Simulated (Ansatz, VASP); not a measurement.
## Cross-check of SiC (Moissanite 3C) between VASP and Ansatz

Wanted: the spread between two codes on one cell, functional and k mesh. The cell is taken from a series of runs on this material, whose earlier steps may have relaxed, scaled, displaced or heated it; both programs get it as it stands.

Program: Ansatz 0.2.0. Level of theory: plane waves, with VASP 6.6.1 beside it; r2SCAN. Results are calculated unless marked as measured.

## 1. Starting point

Symmetry: Imm2, No. 44, orthorhombic system. The conventional cell has a = 3.065 Å, b = 3.080 Å, c = 4.364 Å, α = 90.00°, β = 90.00°, γ = 90.00°. Nearest to Si lie 4 C at 1.88 to 1.89 Å. Nearest to C lie 4 Si at 1.88 to 1.89 Å. Farther neighbours are not listed.

As a file:

```
Si C
1.0
    -0.00510    2.17254    2.18207
     2.17254   -0.00510    2.18207
     2.16744    2.16744    0.00000
Si C
1 1
Cartesian
  2.1674 2.1674 0.0009
  3.2512 3.2512 3.2722
```

## 2. VASP: single point, r2SCAN, pair 1

A single point takes one fixed geometry, so differences don't come from the geometry; what else differs is listed under the comparison.

Lines of VASP's logs that name or quote its potential files are left out, and so is its time.

The input, INCAR:

```
SYSTEM = SiC
PREC = Accurate
ENCUT = 580
EDIFF = 1E-06
NELM = 120
ISMEAR = 0
SIGMA = 0.01
LREAL = .FALSE.
ALGO = Normal
METAGGA = R2SCAN
LASPH = .TRUE.
NBANDS = 10
LORBIT = 11
LWAVE = .FALSE.
LCHARG = .FALSE.
ISIF = 2
GGA_COMPAT = .FALSE.
EFERMI = MIDGAP
LMIXTAU = .TRUE.
```

The input, POSCAR:

```
SiC
1.0
   -0.0050997982      2.1725394627      2.1820654955
    2.1725394627     -0.0050997982      2.1820654955
    2.1674396645      2.1674396645      0.0000000000
Si C
1 1
Direct
    0.0002108681      0.0002108681      0.9997891319
    0.7497891319      0.7497891319      0.7502108681
```

The input, KPOINTS:

```
Automatic mesh
0
Gamma
8 8 8
0 0 0
```

Potentials, in the order of the species: Si and C (PBE family, release 64).

Run with:

```console
$ mpirun -np 1 vasp_std
```

Numbers of over 12 decimals in the logs are rounded to 6 here.

The log of the run:

```text
[banner, memory and clock lines left out]
running    1 mpi-ranks, on    1 nodes
 distrk:  each k-point on    1 cores,    1 groups
 distr:  one band on    1 cores,    1 groups

 POSCAR found type information on POSCAR SiC
 POSCAR found :  2 types and       2 ions
|                                                                             |
|               ----> ADVICE to this user running VASP <----                  |
|                                                                             |
|     You enforced a specific xc type in the INCAR file but a different       |
|     [... a line on the potential file left out ...]
|     I HOPE YOU KNOW WHAT YOU ARE DOING!                                     |
|                                                                             |

 LDA part: xc-table for (None), standard interpolation
 POSCAR, INCAR and KPOINTS ok, starting setup
 FFT: planning ... GRIDC
 FFT: planning ... GRID_SOFT
 FFT: planning ... GRID
 WAVECAR not read
 entering main loop
       N       E                     dE             d eps       ncg     rms          rms(c)
DAV:   1     0.144774651128E+01    0.14477E+01   -0.44208E+03  1964   0.762E+02
DAV:   2    -0.216732836908E+02   -0.23121E+02   -0.21850E+02  2490   0.123E+02
DAV:   3    -0.223301818436E+02   -0.65690E+00   -0.65597E+00  2260   0.186E+01
DAV:   4    -0.223326889956E+02   -0.25072E-02   -0.25070E-02  2140   0.144E+00
DAV:   5    -0.223327008494E+02   -0.11854E-04   -0.11854E-04  2256   0.929E-02    0.924E+00
DAV:   6    -0.191413589558E+02    0.31913E+01   -0.53401E+00  2104   0.125E+01    0.541E+00
DAV:   7    -0.190927686086E+02    0.48590E-01   -0.67910E-01  2128   0.476E+00    0.190E+00
DAV:   8    -0.191170653371E+02   -0.24297E-01   -0.39337E-01  1916   0.461E+00    0.146E+00
DAV:   9    -0.193100829629E+02   -0.19302E+00   -0.53670E-02  1948   0.202E+00    0.571E-01
DAV:  10    -0.193153132577E+02   -0.52303E-02   -0.72071E-03  1958   0.806E-01    0.286E-01
DAV:  11    -0.193274532225E+02   -0.12140E-01   -0.49209E-03  1918   0.688E-01    0.366E-02
DAV:  12    -0.193259521963E+02    0.15010E-02   -0.19441E-03  1936   0.368E-01    0.838E-02
DAV:  13    -0.193262802359E+02   -0.32804E-03   -0.37167E-04  1976   0.118E-01    0.505E-02
DAV:  14    -0.193265784450E+02   -0.29821E-03   -0.77713E-05  1960   0.798E-02    0.842E-03
DAV:  15    -0.193265762020E+02    0.22431E-05   -0.43323E-06  2500   0.190E-02    0.591E-03
DAV:  16    -0.193265795944E+02   -0.33924E-05   -0.20873E-06  1826   0.115E-02    0.453E-03
DAV:  17    -0.193265792274E+02    0.36696E-06   -0.37651E-07   994   0.520E-03
   1 F= -.19326579E+02 E0= -.19326579E+02  d E =0.000000E+00
```

OUTCAR, selected parts (step 2):

```text
ion  position               nearest neighbor table
   1  0.000  0.000  1.000-   2 1.88   2 1.88   2 1.89   2 1.89
   2  0.750  0.750  0.750-   1 1.88   1 1.88   1 1.89   1 1.89

  LATTYP: Found a body centered orthorhombic cell.
 ALAT       =     3.0652225692
 B/A-ratio  =     1.0047058271
 C/A-ratio  =     1.4237566417

 Subroutine GETGRP returns: Found  4 space group operations
 (whereof  4 operations were pure point group operations)

The static configuration has the point symmetry C_2v.

 Found     95 irreducible k-points:

   k-points           NKPTS =     95   k-points in BZ     NKDIM =     95   number of bands    NBANDS=     10

   dimension x,y,z NGX =    24 NGY =   24 NGZ =   24
   dimension x,y,z NGXF=    48 NGYF=   48 NGZF=   48

   ENCUT  =  580.0 eV  42.63 Ry    6.53 a.u.   6.05  6.05  6.02*2*pi/ulx,y,z

   NELECT =       8.0000    total number of electrons

 k-points in reciprocal lattice and weights: Automatic mesh
   0.00000000  0.00000000  0.00000000       0.002
   0.12500000 -0.00000000  0.00000000       0.008
   0.25000000 -0.00000000  0.00000000       0.008
   0.37500000 -0.00000000  0.00000000       0.008
   0.50000000 -0.00000000  0.00000000       0.004
   0.12500000  0.12500000  0.00000000       0.004
   0.25000000  0.12500000  0.00000000       0.008
   0.37500000  0.12500000  0.00000000       0.008
   0.50000000  0.12500000  0.00000000       0.008
[...]
0.25000000  0.25000000  0.50000000       0.004
  -0.25000000  0.25000000  0.50000000       0.004

 average (electrostatic) potential at core
       1 -83.2653       2 -46.6198

 E-fermi :   8.9045

 k-point     1 :       0.0000    0.0000    0.0000
  band No.  band energies     occupation
      1      -8.1823      2.00000
      2       8.0126      2.00000
      3       8.0206      2.00000
      4       8.0675      2.00000
      5      14.9180      0.00000
      6      15.8591      0.00000
      7      15.9312      0.00000
      8      15.9652      0.00000
      9      23.1987      0.00000
    ...

 k-point     2 :       0.1250   -0.0000    0.0000
  band No.  band energies     occupation
      1      -7.8667      2.00000
      2       6.4674      2.00000
      3       7.8048      2.00000
      4       7.8610      2.00000
      5      15.1628      0.00000
      6      16.2738      0.00000
      7      16.3380      0.00000
      8      16.5163      0.00000
      9      21.9983      0.00000
    ...

 k-point     3 :       0.2500   -0.0000    0.0000
  band No.  band energies     occupation
      1      -6.9466      2.00000
      2       3.5349      2.00000
      3       7.3785      2.00000
      4       7.4423      2.00000
      5      14.6644      0.00000
      6      16.5198      0.00000
      7      16.6040      0.00000
      8      18.2275      0.00000
      9      21.8855      0.00000
    ...

  Total        0.1127120      0.1127120     -0.0475034      0.1601857      0.0000000      0.0000000
  in kB        8.7669788      8.7669788     -3.6949151     12.4595830      0.0000000      0.0000000
  external PRESSURE =       4.6130141 kB  Pullay stress =       0.0000000 kB

  energy-cutoff  :      580.00
  volume of cell :       20.60
      direct lattice vectors                 reciprocal lattice vectors
    -0.005099798  2.172539463  2.182065495    -0.229606441  0.229606441  0.229140693
     2.172539463 -0.005099798  2.182065495     0.229606441 -0.229606441  0.229140693
     2.167439664  2.167439664  0.000000000     0.230686929  0.230686929 -0.229140693

 POSITION                                       TOTAL-FORCE (eV/Angst)
 -----------------------------------------------------------------------------------
      2.16744      2.16744      0.00092        -0.000000     -0.000000     -0.000206
      3.25116      3.25116      3.27218         0.000000      0.000000      0.000206
 -----------------------------------------------------------------------------------
    total drift:                               -0.000000     -0.000000      0.000052

  FREE ENERGIE OF THE ION-ELECTRON SYSTEM (eV)
  ---------------------------------------------------
  free  energy   TOTEN  =       -19.3265792274 eV

  energy  without entropy=      -19.3265792274  energy(sigma->0) =      -19.32657923

 total charge
# of ion       s       p       d       tot
------------------------------------------
    1        0.702   0.984   0.000   1.686
    2        0.849   1.719   0.000   2.568
--------------------------------------------------
tot          1.552   2.703   0.000   4.254

[... 3 further parts left out ...]
```

The run ends at a pressure of 0.46 GPa, with forces up to 2.1e-4 eV/Å.

(Continued in part 2 of 4.)

[Lines on the potential files, build, host, timing and source positions are cut from VASP's logs without a mark.]

[Logs are printed without paths, hosts, clocks, repeated set-up lines and the standing remarks that a program may print on its own settings, such as how far it seeks lower states.]

[Hosts, paths, dates, database ids (printed as entryN), source tags and the programs' standing remarks are cut or masked in the printed files.]
